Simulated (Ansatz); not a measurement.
Input and command of a calculation in Ansatz (plane waves; scalar-relativistic PAW potentials unless the input names others):

```yaml
crystal:
  lattice:
    - [4.4825381852, 0.0, 0.0]
    - [0.0, 4.4838618572, 0.0]
    - [0.0, 0.0, 3.3845102212]
  atoms:
    - { symbol: Sn, position: [0.5, 0.5, 0.5] }
    - { symbol: Sn, position: [0.0, 0.0, 0.0] }
    - { symbol: O, position: [0.3091881029, 0.3093650079, 0.0] }
    - { symbol: O, position: [0.8091881029, 0.1906349921, 0.5] }
    - { symbol: O, position: [0.1908118971, 0.8093650079, 0.5] }
    - { symbol: O, position: [0.6908118971, 0.6906349921, 0.0] }
kpoints:
  mp_grid: { grid: [6, 6, 8] }
hamiltonian:
  xc: pbesol
  pseudopotentials: { kind: paw, source: ansatz }
scf:
  occupations: { method: gaussian, width: 0.02 }
  eigensolver: { kind: davidson }
output:
  forces: true
  eigenvalues: true
  stress: true
```

```bash
ansatz run input.yaml --threads 1 --pin off --max-ram 2560MiB --backend cpu --events-out ev --progress --plain --runs-dir out
```

Abridged log:
```
Pseudopotentials: kind: paw
Pseudopotential: Sn, paw, valence charge 22, recommended cutoff 640 eV (normal)
Pseudopotential: O, paw, valence charge 6, recommended cutoff 930 eV (normal)
Functional definition: PBEsol
Crystal: 6 atoms, lattice volume = 68.026 Å³
Basis set: ecut = 930 eV, 4369 PW (Γ), exchange–correlation on 100×100×80 points (8 copies of the dense FFT grid, shifted against one another)
Bands: 41, of which v1, the nominal top of the filled ones, is band 34 counted from 1 (33 counted from 0)
Symmetry: 8 space group operations
Space group: Pnnm (ITA 58), of the structure as read, at distance tolerance 4.1e-5 Å
k-points: 80 of 288
Initial density: superposition of atomic densities (chi_scale 0.1, normalization cell, long waves kept (reshape's long-wave potential 0.00 eV rms))
Initial wavefunctions: pseudopotential atomic-orbital guess
Functional: x = pbesol(κ = 0.804, μ = 0.12345679), c = pbesol(β = 0.046)
SCF iter   1: F=—  HF=-21545.377232 eV  |F-HF|=—  |Δ(HF+E_count)|=         —  Δρ=8.12e-2  dr2=2.89e0  ethr=1.00e-1  ⟨swp⟩=4.3  Hψ=8869  notcnv=0
SCF iter   2: F=—  HF=-21544.679000 eV  |F-HF|=—  |Δ(HF+E_count)|=   6.98e-1  Δρ=3.79e-2  dr2=5.44e-1  ethr=4.25e-3  ⟨swp⟩=4.4  Hψ=8383  notcnv=0  defer=37
SCF iter   3: F=—  HF=-21544.588612 eV  |F-HF|=—  |Δ(HF+E_count)|=   9.04e-2  Δρ=1.10e-2  dr2=5.47e-2  ethr=8.01e-4  ⟨swp⟩=4.0  Hψ=7546  notcnv=0  defer=24
SCF iter   4: F=—  HF=-21544.593326 eV  |F-HF|=—  |Δ(HF+E_count)|=   4.71e-3  Δρ=4.06e-3  dr2=5.67e-3  ethr=8.05e-5  ⟨swp⟩=5.0  Hψ=9077  notcnv=0  defer=30
SCF iter   5: F=—  HF=-21544.593114 eV  |F-HF|=—  |Δ(HF+E_count)|=   2.12e-4  Δρ=1.15e-3  dr2=4.04e-4  ethr=5.82e-7  ⟨swp⟩=4.0  Hψ=14901  notcnv=0
automatic band count: iteration 5 solves 39 bands in place of 41: the levels show a gap, and the empty bands left out lie too high to hold charge; the band table lists the bands solved (type scf.n_extra_bands for more)
SCF iter   6: F=—  HF=-21544.593367 eV  |F-HF|=—  |Δ(HF+E_count)|=   2.53e-4  Δρ=1.90e-4  dr2=1.06e-5  ethr=5.82e-7  ⟨swp⟩=3.0  Hψ=6904  notcnv=0
SCF iter   7: F=—  HF=-21544.593369 eV  |F-HF|=—  |Δ(HF+E_count)|=   1.99e-6  Δρ=5.93e-5  dr2=1.46e-6  ethr=1.56e-8  ⟨swp⟩=4.0  Hψ=7559  notcnv=0
SCF iter   8: F=-21544.593369 eV  HF=-21544.593369 eV  |F-HF|=2.33e-8  |Δ(HF+E_count)|=   3.97e-7  Δρ=1.29e-5  dr2=5.39e-8  ethr=2.14e-9  ⟨swp⟩=3.0  Hψ=7502  notcnv=0
SCF 1 converged in 8 iterations: F = -21544.593369 eV  dr2 = 5.39e-8
  Residual-converged pass: ⟨swp⟩=3.8  Hψ=9533  notcnv=0  max |occ|·‖R‖ = 6.7e-6 eV (tolerance 6.7e-6 eV) dr2=6.11e-8  dr2_onsite=1.34e-8  max |Δocc| = 0.0e0
SCF converged after 8 iterations
Free energy (F): -21544.593369 eV
Harris-Foulkes:  -21544.593369 eV  (|F-HF|=2.33e-8)
Internal energy: -21544.593369 eV  (E = F + TS)
E sigma→0 (E₀):  -21544.593369 eV
Fermi energy:    12.587779 eV
--- Forces (eV/Å), atoms counted from 1 ---
  atom   1  Sn     0.00000000     0.00000000     0.00000000
  atom   2  Sn     0.00000000     0.00000000     0.00000000
  atom   3  O      0.00020059     0.00031202     0.00000000
  atom   4  O      0.00020059    -0.00031202     0.00000000
  atom   5  O     -0.00020059     0.00031202     0.00000000
  atom   6  O     -0.00020059    -0.00031202     0.00000000
--- Stress (GPa, compression-positive) ---
       20.102139       0.000000       0.000000
        0.000000      20.090502       0.000000
        0.000000       0.000000      -0.036331
  P = ⅓ Tr σ = 13.3854 GPa (133.854 kbar)
```

Apart from outputs, empty bands and the relaxation, which only the reference makes, the input differs from a reference run on usual settings in hamiltonian.pseudopotentials: not typed → {"kind": "paw", "source": "ansatz"}; scf.eigensolver.kind: not typed → "davidson"; basis.ecutwfc: 420 → not typed. The reference, at the same geometry, ended its own course with pressure 13.44 GPa, largest force 0.000 eV/Å, gap on the mesh 1.50 eV. This run converged in 8 SCF iterations with a total energy on another zero, pressure 13.39 GPa, largest force 0.000 eV/Å, gap on the mesh 1.51 eV.

The run took 44 s on 1 thread of Arm Neoverse V2, with other jobs on the host, peak memory 0.68 GiB.